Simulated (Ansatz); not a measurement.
# Ti3SiC2: uniaxial stress, 2 GPa compression along x

Take Ti3SiC2 (space group P6_3/mmc, No. 194; a = 3.0728 Å, c = 17.7228 Å) as the base. Axes: x lies along a and z along c of the hexagonal cell.

The change: uniaxial stress, 2 GPa compression along x, with the cell and atoms free to relax against it.

Method: PBE in Ansatz (plane waves to 420 eV, PAW, no spin-orbit coupling). Γ-centred 14×14×3 mesh, Fermi–Dirac width 0.05 eV.

```json
[
 {"quantity": "volume per atom", "base": "12.08 Å³", "changed": "12.03 Å³", "shift": "-0.043 Å³"},
 {"quantity": "space group", "base": "P6_3/mmc (No. 194)", "changed": "Cmcm (No. 63)", "shift": "–"},
 {"quantity": "shortest interatomic distance", "base": "2.092 Å", "changed": "2.088 Å", "shift": "-0.0045 Å"},
 {"quantity": "energy relative to the base (free energy F)", "base": "0 meV/atom", "changed": "+0.5 meV/atom", "shift": "+0.5 meV/atom"},
 {"quantity": "band gap", "base": "zero", "changed": "zero", "shift": "–"},
 {"quantity": "strain response (xx, yy, zz) (rough)", "base": "–", "changed": "(−0.61, +0.11, +0.15) %", "shift": "–"}
]
```

Final structure:

```
Ti3SiC2
1.0
    3.05406     0.00000     0.00000
   -1.52703     2.66391     0.00000
    0.00000     0.00000    17.74858
Ti Si C
6 2 4
Direct
  0.00000   0.00000   0.00000
  0.00000   0.00000   0.50000
  0.33365   0.66731   0.13491
  0.66635   0.33269   0.63491
  0.66635   0.33269   0.86509
  0.33365   0.66731   0.36509
  0.00111   0.00222   0.25000
  0.99889   0.99778   0.75000
  0.33327   0.66653   0.57229
  0.66673   0.33347   0.07229
  0.66673   0.33347   0.42771
  0.33327   0.66653   0.92771
```

Without a gap, meshes like the base's 14×14×3 leave anisotropic stresses uncertain by several tenths of a GPa, and small strain energies with them. Stability under load was not tested beyond the relaxation. The final runs are not spin-polarised.

Ansatz is a quantum-chemistry and plane-wave program.
